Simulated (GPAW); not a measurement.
Here is a GPAW 26.7.0 calculation.

run.py

```python
import json
import numpy as np
from ase import Atoms
from ase.calculators.mixing import SumCalculator
from ase.io import write
from dftd3.ase import DFTD3
from phonopy import Phonopy
from phonopy.structure.atoms import PhonopyAtoms
from gpaw import GPAW, PW, setup_paths

setup_paths.insert(0, '.')

atoms = Atoms(['Au'],
              cell=[[0.0, 2.035, 2.035],
                    [2.035, 0.0, 2.035],
                    [2.035, 2.035, 0.0]],
              scaled_positions=[[0.0, 0.0, 0.0]],
              pbc=True)

calc = GPAW(mode=PW(510),
            xc='BLYP',
            kpts={'size': (11, 11, 11), 'gamma': True},
            occupations={'name': 'fermi-dirac', 'width': 0.2},
            nbands=14,
            convergence={'density': 1e-06, 'eigenstates': 1e-09},
            eigensolver='ppcg',
            maxiter=75,
            txt='gpaw.txt')
atoms.calc = SumCalculator([calc, DFTD3(method='blyp', damping='d3zero')])
energy = atoms.get_potential_energy()
forces = atoms.get_forces()
stress = atoms.get_stress()
calc.write('gs.gpw')
write('result.traj', atoms)
print('Cell:', atoms.cell.cellpar().round(4))
print(atoms.get_scaled_positions().round(5))

def force_constants(scale):
    unit = PhonopyAtoms(symbols=atoms.get_chemical_symbols(), cell=atoms.cell[:] * scale**(1 / 3),
                        scaled_positions=atoms.get_scaled_positions())
    ph = Phonopy(unit, supercell_matrix=np.diag([2, 2, 2]), primitive_matrix=np.eye(3), symprec=1e-4)
    ph.generate_displacements(distance=0.01)
    forces = []
    for i, sc in enumerate(ph.supercells_with_displacements):
        a = Atoms(sc.symbols, cell=sc.cell, scaled_positions=sc.scaled_positions, pbc=True)
        c = GPAW(mode=PW(510),
                 xc='BLYP',
                 kpts={'size': (6, 6, 6), 'gamma': True},
                 occupations={'name': 'fermi-dirac', 'width': 0.2},
                 nbands=74,
                 convergence={'density': 1e-06, 'eigenstates': 1e-09},
                 eigensolver='ppcg',
                 maxiter=75,
                 txt=f'disp-{scale:.3f}-{i:02d}.txt')
        a.calc = SumCalculator([c, DFTD3(method='blyp', damping='d3zero')])
        f = a.get_forces()
        forces.append(f - f.mean(axis=0))
        print(f'displacement {i}: drift', f.mean(axis=0).round(5), flush=True)
    ph.forces = forces
    ph.produce_force_constants()
    ph.symmetrize_force_constants()
    return ph

qpoints = [[0.0, 0.0, 0.0], [0.0, 0.0, 0.5], [0.0, 0.5, 0.0], [0.0, 0.5, 0.5], [0.5, 0.0, 0.0], [0.5, 0.0, 0.5], [0.5, 0.5, 0.0], [0.5, 0.5, 0.5]]
results = {}
for scale in [1.0]:
    ph = force_constants(scale)
    ph.run_qpoints(qpoints)
    nu = ph.qpoints.frequencies * 33.35641  # THz to cm^-1
    results[f'{scale:.3f}'] = nu.tolist()
    for qp, f in zip(qpoints, nu):
        print(scale, np.round(qp, 4), f.round(2))

path = atoms.cell.bandpath('GXWKGLUWLK,UX', npoints=60, eps=1e-4)
ph.run_qpoints(path.kpts)
results['path'] = (ph.qpoints.frequencies * 33.35641).tolist()
results['path_q'] = path.kpts.tolist()
x, ticks, names = path.get_linear_kpoint_axis()
results['axis'] = [x.tolist(), list(ticks), names]
ph.run_mesh([15, 15, 15], is_gamma_center=True)
ph.run_thermal_properties(temperatures=[0, 100, 200, 300, 500, 800], cutoff_frequency=0.05)
tp = ph.thermal_properties
results['thermal'] = [list(v) for v in (tp.temperatures, tp.free_energy, tp.entropy, tp.heat_capacity)]
for t, fv, s, cv in zip(*results['thermal']):
    print(f'{t:6.0f} K  F {fv:9.4f} kJ/mol  S {s:9.4f} J/K/mol  Cv {cv:9.4f} J/K/mol')
json.dump(results, open('phonons.json', 'w'))
```

Potentials or basis: PAW data sets generated in the run's folder for this functional, pw.

Run with:

```bash
$ gpaw-setup -f BLYP Au
$ OMP_NUM_THREADS=1 python run.py
```

(1) Estimate the highest phonon frequency.

(2) Estimate the dispersion energy per atom.

(3) Estimate the pressure.

(4) Estimate the band gap on the k mesh.

Results:

(1) 173 cm⁻¹.

(2) -1.299 eV.

(3) 11.6 GPa.

(4) none (metal or under the smearing width).

Caveat: the cell is more than 3 GPa from zero pressure, which shifts response properties; with this Au data set, volumes or pressures lay over 1.5 % or 2 GPa off other programs in two to four cells of ten; the cutoff is short for stress and forces, so pressures can be off by a GPa or more; phonon bands are interpolated from a small supercell; pairwise dispersion overbinds metals, which lowers pressure and volume.
